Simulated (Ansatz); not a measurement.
# Lower states of CuO: further starts and searches, part 2 of 2

Aim: test whether CuO has a self-consistent state below the best one that plain SCF starts reached, by the runs listed below. System: CuO, its deposited structure (space group C2/c); the cell holds 4 atoms. Source: COD entry 4105685.

Ansatz 0.2.0; DFT PBE+U, PAW, plane waves, scalar-relativistic; U − J = 2.9 eV on Cu d.

### Step 7. Whole orbital fillings typed, random choice 2 of orbitals (Cu1 5 up 3 down, Cu2 4 up 5 down), symmetry off, plain SCF

The input, input.yaml:

```yaml
crystal:
  lattice:
    - [2.34045, -1.7088, 0.0]
    - [2.34045, 1.7088, 0.0]
    - [-0.8704, 0.0, 5.0475]
  atoms:
    - { symbol: Cu, position: [0.0, 0.5, 0.0], spin: 1.0 }
    - { symbol: Cu, position: [0.5, 0.0, 0.5], spin: -1.0 }
    - { symbol: O, position: [0.583, 0.417, 0.25] }
    - { symbol: O, position: [0.417, 0.583, 0.75] }
  symmetry: { detect: false, time_reversal: true }
magnetization:
  spin_polarized: true
hamiltonian:
  xc: pbe
  pseudopotentials: { kind: paw }
  hubbard:
    sites:
      - { site: 0, l: d, u_eff: 2.9, starting_ns: [{ spin: up, occupation_matrix: s0up }, { spin: down, occupation_matrix: s0down }] }
      - { site: 1, l: d, u_eff: 2.9, starting_ns: [{ spin: up, occupation_matrix: s1up }, { spin: down, occupation_matrix: s1down }] }
    occupation_matrices:
      s0up:
        matrix:
          - [0.999999, 0.0, 0.0, 0.0, 0.0]
          - [0.0, 0.999999, 0.0, 0.0, 0.0]
          - [0.0, 0.0, 0.999999, 0.0, 0.0]
          - [0.0, 0.0, 0.0, 0.999999, 0.0]
          - [0.0, 0.0, 0.0, 0.0, 0.999999]
      s0down:
        matrix:
          - [0.828749, -0.059673, 0.33198, 0.162178, -0.043007]
          - [-0.059673, 0.467627, -0.080098, 0.360554, 0.330114]
          - [0.33198, -0.080098, 0.281508, -0.198038, 0.21544]
          - [0.162178, 0.360554, -0.198038, 0.665713, -0.164372]
          - [-0.043007, 0.330114, 0.21544, -0.164372, 0.756402]
      s1down:
        matrix:
          - [0.999999, 0.0, 0.0, 0.0, 0.0]
          - [0.0, 0.999999, 0.0, 0.0, 0.0]
          - [0.0, 0.0, 0.999999, 0.0, 0.0]
          - [0.0, 0.0, 0.0, 0.999999, 0.0]
          - [0.0, 0.0, 0.0, 0.0, 0.999999]
      s1up:
        matrix:
          - [0.69733, 0.436536, 0.048122, 0.126053, 0.047862]
          - [0.436536, 0.370386, -0.069405, -0.181805, -0.069031]
          - [0.048122, -0.069405, 0.992348, -0.020041, -0.00761]
          - [0.126053, -0.181805, -0.020041, 0.947502, -0.019933]
          - [0.047862, -0.069031, -0.00761, -0.019933, 0.992431]
basis:
  ecutwfc: 420
kpoints:
  mp_grid: { grid: [7, 7, 4] }
scf:
  occupations: { method: fermi_dirac, width: 0.1 }
  lower_state_search: "off"
  max_iter: 200
output:
  forces: true
  stress: true
```

Standard output (excerpt; [...] marks lines left out):

```text
[... 22 lines as in an earlier run ...]
Starting moments: Σ|m| = 2 μB on 2 of 4 sites
[... 2 lines as in an earlier run ...]
[...]
SCF iter   1: F=—  HF=-14377.556281 eV  |F-HF|=—  |Δ(HF+E_count)|=         —  Δρ=5.41e-2 (↑5.30e-2 ↓5.41e-2)  dr2=5.03e-1  dr2_m=6.70e-1  M=0.004 μB ∫|m|=1.390 μB  β_m=0.30  ethr=1.01e-3  ⟨swp⟩=2.0  Hψ=30033  notcnv=0
[...]
[... 1 line as in an earlier run ...]
[...]
WARN: hamiltonian.hubbard: on 2 of 4 specified blocks the occupation matrix of this SCF's result fails the test of the specified filling. At site 0 ↓ (sites count from 0 in the list of atoms of the cell that this SCF solves) the least filled combination of the orbitals specified full has [...]
[... 1 line as in an earlier run ...]
[...]
WARN: hamiltonian.hubbard: on 2 of 4 specified blocks the occupation matrix of this SCF's result fails the test of the specified filling. At site 0 ↓ (sites count from 0 in the list of atoms of the cell that this SCF solves) the least filled combination of the orbitals specified full has [...]
SCF iter  26: F=-14381.214859 eV  HF=-14381.214859 eV  |F-HF|=1.27e-9  |Δ(HF+E_count)|=   1.10e-9  Δρ=1.23e-6 (↑1.09e-6 ↓1.23e-6)  dr2=2.04e-9  dr2_m=4.58e-11  M=0.000 μB ∫|m|=1.322 μB  ethr=2.78e-11  ⟨swp⟩=2.0  Hψ=18904  notcnv=0
[...]
WARN: hamiltonian.hubbard: on 2 of 4 specified blocks the occupation matrix of this SCF's result fails the test of the specified filling. At site 0 ↓ (sites count from 0 in the list of atoms of the cell that this SCF solves) the least filled combination of the orbitals specified full has [...]
Spin contamination: 0.6916 ħ² per cell (⟨S²⟩ above its minimum at these occupations)
Per-site moments (μB) at R_I (Å): [(0.4882547913403829, 0.8035818993752958), (-0.488248659585327, 0.8035818993752958), (-1.7973048753931801e-6, 0.8035818993752958), (-1.7971338934156915e-6, 0.8035818993752958)]
Free energy (F): -14381.214859 eV
[...]
E sigma→0 (E₀):  -14381.206825 eV
Entropy (-TS):   -0.016068 eV (-4.017 meV/atom)
Fermi energy:    12.078331 eV
[... 17 lines left out: energy terms ...]
--- Specified on-site occupations, and those of the state reported ---
  electrons in the specified blocks: 17.0000 specified, 18.7925 found
  site 0 (l=d) ↓: largest change of an orbital's occupation 0.9899; electrons 3.0000 specified, 4.4689 found; spectral distance 1.0966
  site 1 (l=d) ↑: largest change of an orbital's occupation 0.7984; electrons 4.0000 specified, 4.4689 found; spectral distance 0.5009
  site 1 (l=d) ↓: largest change of an orbital's occupation 0.0333; electrons 5.0000 specified, 4.9273 found; spectral distance 0.0422
  site 0 (l=d) ↑: largest change of an orbital's occupation 0.0333; electrons 5.0000 specified, 4.9273 found; spectral distance 0.0422
[... 11 lines left out: forces, stress ...]
Occupation matrices written to <dir>
```

Run time: 31 s. Hardware: 2 threads of an x86-64 CPU, shared host; peak memory 0.57 GiB.

The run ends in the same state as step 1 (antiferromagnetic); it took 26 iterations.

### Step 8. Whole orbital fillings typed, random choice 3 of orbitals (Cu1 5 up 4 down, Cu2 3 up 5 down), symmetry off, plain SCF

input.yaml: that of step 7 with these lines changed.

```diff
@@ -30,7 +30,7 @@
         matrix:
-          - [0.828749, -0.059673, 0.33198, 0.162178, -0.043007]
-          - [-0.059673, 0.467627, -0.080098, 0.360554, 0.330114]
-          - [0.33198, -0.080098, 0.281508, -0.198038, 0.21544]
-          - [0.162178, 0.360554, -0.198038, 0.665713, -0.164372]
-          - [-0.043007, 0.330114, 0.21544, -0.164372, 0.756402]
+          - [1.0e-06, 0.0, 0.0, 0.0, 0.0]
+          - [0.0, 0.999999, 0.0, 0.0, 0.0]
+          - [0.0, 0.0, 0.999999, 0.0, 0.0]
+          - [0.0, 0.0, 0.0, 0.999999, 0.0]
+          - [0.0, 0.0, 0.0, 0.0, 0.999999]
       s1down:
@@ -44,7 +44,7 @@
         matrix:
-          - [0.69733, 0.436536, 0.048122, 0.126053, 0.047862]
-          - [0.436536, 0.370386, -0.069405, -0.181805, -0.069031]
-          - [0.048122, -0.069405, 0.992348, -0.020041, -0.00761]
-          - [0.126053, -0.181805, -0.020041, 0.947502, -0.019933]
-          - [0.047862, -0.069031, -0.00761, -0.019933, 0.992431]
+          - [0.999999, 0.0, 0.0, 0.0, 0.0]
+          - [0.0, 0.999999, 0.0, 0.0, 0.0]
+          - [0.0, 0.0, 0.999999, 0.0, 0.0]
+          - [0.0, 0.0, 0.0, 1.0e-06, 0.0]
+          - [0.0, 0.0, 0.0, 0.0, 1.0e-06]
 basis:
```

Standard output (excerpt; [...] marks lines left out):

```text
[... 22 lines as in an earlier run ...]
Starting moments: Σ|m| = 2 μB on 2 of 4 sites
[... 2 lines as in an earlier run ...]
[...]
SCF iter   1: F=—  HF=-14376.534193 eV  |F-HF|=—  |Δ(HF+E_count)|=         —  Δρ=8.30e-2 (↑5.56e-2 ↓8.30e-2)  dr2=8.73e-1  dr2_m=1.47e0  M=-0.348 μB ∫|m|=0.941 μB  β_m=0.30  ethr=1.74e-3  ⟨swp⟩=2.0  Hψ=30014  notcnv=0
[...]
[... 1 line as in an earlier run ...]
[...]
WARN: hamiltonian.hubbard: on 2 of 4 specified blocks the occupation matrix of this SCF's result fails the test of the specified filling. At site 0 ↓ (sites count from 0 in the list of atoms of the cell that this SCF solves) the least filled combination of the orbitals specified full has [...]
spin-set hold released at iteration 15 (site moments' squared step at or under half its running peak, from the soft ceiling on): the magnetisation degrees of freedom join the quasi-Newton model from the next iteration; the mixer history was flushed
[...]
WARN: hamiltonian.hubbard: on 2 of 4 specified blocks the occupation matrix of this SCF's result fails the test of the specified filling. At site 0 ↓ (sites count from 0 in the list of atoms of the cell that this SCF solves) the least filled combination of the orbitals specified full has [...]
SCF iter  26: F=-14381.214859 eV  HF=-14381.214859 eV  |F-HF|=5.08e-9  |Δ(HF+E_count)|=   1.87e-8  Δρ=1.46e-6 (↑1.46e-6 ↓1.35e-6)  dr2=3.76e-9  dr2_m=4.03e-11  M=0.000 μB ∫|m|=1.322 μB  ethr=4.09e-11  ⟨swp⟩=2.0  Hψ=17949  notcnv=0
[...]
WARN: hamiltonian.hubbard: on 2 of 4 specified blocks the occupation matrix of this SCF's result fails the test of the specified filling. At site 0 ↓ (sites count from 0 in the list of atoms of the cell that this SCF solves) the least filled combination of the orbitals specified full has [...]
Spin contamination: 0.6916 ħ² per cell (⟨S²⟩ above its minimum at these occupations)
Per-site moments (μB) at R_I (Å): [(0.48826327208059944, 0.8035818993752958), (-0.48825324451577357, 0.8035818993752958), (-3.1801039471724892e-6, 0.8035818993752958), (-3.1802329388523725e-6, 0.8035818993752958)]
Free energy (F): -14381.214859 eV
[...]
E sigma→0 (E₀):  -14381.206825 eV
Entropy (-TS):   -0.016067 eV (-4.017 meV/atom)
Fermi energy:    12.078383 eV
[... 17 lines left out: energy terms ...]
--- Specified on-site occupations, and those of the state reported ---
  electrons in the specified blocks: 17.0000 specified, 18.7925 found
  site 0 (l=d) ↓: largest change of an orbital's occupation 0.9955; electrons 4.0000 specified, 4.4689 found; spectral distance 0.5009
  site 1 (l=d) ↑: largest change of an orbital's occupation 0.9815; electrons 3.0000 specified, 4.4689 found; spectral distance 1.0966
  site 0 (l=d) ↑: largest change of an orbital's occupation 0.0333; electrons 5.0000 specified, 4.9273 found; spectral distance 0.0422
  site 1 (l=d) ↓: largest change of an orbital's occupation 0.0333; electrons 5.0000 specified, 4.9273 found; spectral distance 0.0422
[... 11 lines left out: forces, stress ...]
Occupation matrices written to <dir>
```

Wall time 28 s (2 threads of an x86-64 CPU, shared host); peak memory 0.57 GiB.

This is the state of step 1 again (antiferromagnetic), after 26 iterations.

### Step 9. The runs side by side

```csv
step,iterations,state,moments of Cu1 Cu2 O3 O4 (μB),total (μB),gap (eV),pressure (GPa),above lowest (meV/atom)
1,21,1,0.49 -0.49 0.00 0.00,0.00,0.18,7.8,0.0
2,97,2,0.45 0.45 0.23 0.23,1.39,none,8.3,31.2
3,25,1,0.49 -0.49 0.00 0.00,0.00,0.18,7.8,0.0
4,26,1,0.49 -0.49 0.00 0.00,0.00,0.18,7.8,0.0
5,27,1,0.49 -0.49 0.00 0.00,0.00,0.18,7.8,0.0
6,25,1,0.49 -0.49 0.00 0.00,0.00,0.18,7.8,0.0
7,26,1,0.49 -0.49 0.00 0.00,0.00,0.18,7.8,0.0
8,26,1,0.49 -0.49 0.00 0.00,0.00,0.18,7.8,0.0
```

States are numbered from the lowest. Starts by step: 2 parallel moments, default search for lower states; 3 opposed moments +-, default search for lower states; 4 whole orbital fillings typed, symmetry off, plain SCF; 5 the moments typed in its input, symmetry off, plain SCF; 6 the moments typed in its input, standard search for lower states; 7 whole orbital fillings typed, symmetry off, plain SCF; 8 whole orbital fillings typed, symmetry off, plain SCF. Step 1 is the best of the earlier plain starts.

The 7 runs of this session took 3.8 min in all, from 19 s to 71 s each.

Decimal logarithm of the largest residual (eV) by iteration, counted through all cycles of a run:

```csv
iteration,step 2,step 3,step 4,step 5,step 6,step 7,step 8
1,0.4,0.4,0.1,0.4,0.4,-0.2,0.2
2,0.1,0.0,-0.2,0.0,0.0,-0.5,0.3
3,-0.2,-0.4,-0.2,-0.4,-0.4,-0.5,-0.1
4,-0.5,-0.7,-0.5,-0.7,-0.7,-0.7,-0.3
5,-0.8,-1.2,-0.8,-1.2,-1.2,-1.0,-0.7
10,-2.3,-1.6,-1.8,-1.6,-1.6,-3.1,-2.5
18,-4.5,-3.6,-2.2,-3.7,-3.6,-4.1,-2.7
27,-4.5,-,-,-8.0,-,-,-
36,-4.6,-,-,-,-,-,-
45,-5.4,-,-,-,-,-,-
53,-4.6,-,-,-,-,-,-
62,-5.5,-,-,-,-,-,-
71,-5.5,-,-,-,-,-,-
80,-4.7,-,-,-,-,-,-
88,-3.8,-,-,-,-,-,-
97,-9.3,-,-,-,-,-,-
```

### Step 10. Results

What follows sums up all 2 parts.

| quantity | value |
| --- | --- |
| distinct states | 2 from 8 converged runs, the best start of step 1 counted |
| lowest state | antiferromagnetic |
| its moments | Cu1 0.49, Cu2 -0.49 μB |
| total moment | 0.00 μB per cell |
| gap on the k-mesh | 0.18 eV |
| pressure | 7.8 GPa |
| largest force | 0.072 eV/Å |
| next state | ferromagnetic, 31.2 meV/atom higher |

In words: Nothing lower turns up: the best plain start stands. 8 runs converged, to 2 different states. The best ferromagnetic state lies 31.2 meV/atom above the best antiferromagnetic one; partly filled bands take part, so the difference isn't exchange alone. The run “parallel moments, default search for lower states” saw signs of a lower state and said that it hadn't reached it. These are lowest states among those tried, not proven ground states. State 2 reads as a saddle point, which a small push may leave.
